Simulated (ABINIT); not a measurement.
**BeS: single point with HSE06**

Crystal: BeS.

```
CELL_PARAMETERS angstrom
0.00000 2.42500 2.42500
2.42500 0.00000 2.42500
2.42500 2.42500 0.00000
ATOMIC_POSITIONS crystal
S 0.75000 0.75000 0.75000
Be 0.00000 0.00000 0.00000
```

- Program: ABINIT 10.8.3 (patched build)
- Task: single point
- Functional: HSE06
- Potentials or basis: SG15 NC PBE v1.2
- Cutoff: 599 eV
- k mesh: 6 × 6 × 6
- Occupations: fixed
- Spin: no spin polarisation
- Most SCF steps: 60

| Quantity | Value |
| --- | --- |
| Pressure | 0.3 GPa |
| Band gap on the k mesh | 4.13 eV, indirect (least direct gap 6.96 eV) |
| Valence electrons inside the program's atomic spheres | S 4.05; Be 3.18 |

Levels at points of the mesh, in eV from the valence-band top:
| k point | band 2 | band 3 | band 4 | band 5 | band 6 | band 7 |
| --- | --- | --- | --- | --- | --- | --- |
| (0.00, 0.00, 0.00) | -15.02 | 0.00 | 0.00 | 0.00 | 6.96 | 6.98 |
| (0.50, 0.00, 0.00) | -13.26 | -6.32 | -1.12 | -1.12 | 6.73 | 7.88 |
| (0.50, 0.50, 0.00) | -12.66 | -5.49 | -2.87 | -2.87 | 4.13 | 6.10 |

Run time: 2.7 min on 8 MPI ranks on Arm Neoverse V2 (shared host), peak memory 0.64 GiB a rank.

Caveat: Libxc's HSE differs a little from that of other programs; the potentials were made for another functional, which shifts forces and pressure. A k mesh can miss the band edges.
